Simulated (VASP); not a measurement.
# TiSe under changes of volume

One of the cells (16.135 Å³/atom); the others are scaled copies at fixed shape and fractional positions:

```
CELL_PARAMETERS angstrom
3.33963 0.00000 0.00000
-1.66981 2.89220 0.00000
0.00000 0.00000 6.68184
ATOMIC_POSITIONS crystal
Se 0.66667 0.33333 0.75000
Se 0.33333 0.66667 0.25000
Ti 0.00000 0.00000 0.50000
Ti 0.00000 0.00000 0.00000
```

* Program: VASP 6.6.1
* Functional: LDA
* Potentials or basis: VASP PAW LDA potentials, release 64 (Se, Ti_sv)
* Cutoff: 520 eV
* k mesh: 8 × 8 × 4
* Occupations: fermi-dirac, width 0.05 eV
* Spin: no spin polarisation

| volume (Å³/atom) | energy over the lowest point (meV/atom) | pressure (GPa) |
| --- | --- | --- |
| 15.489 | 11.71 | 6.1 |
| 15.812 | 2.75 | 2.8 |
| 16.135 | 0.00 | -0.1 |
| 16.457 | 2.81 | -2.7 |
| 16.780 | ? | ? |

Q: What does the run at 16.780 Å³/atom give?

A: Energy over the lowest point 10.61 meV/atom; pressure -5.0 GPa.

Worked out: A Birch-Murnaghan fit of order 2 (a polynomial in V^(-2/3)) to the other rows has its minimum at 16.13 Å³/atom with B0 = V·E''(V) = 139 GPa at fixed shape and positions, which overstates the stiffness. It gives 10.70 meV/atom at 16.780 Å³/atom, against the run's 10.61, and -dE/dV = -5.1 GPa, against -5.0.

Energies are extrapolated to zero smearing.
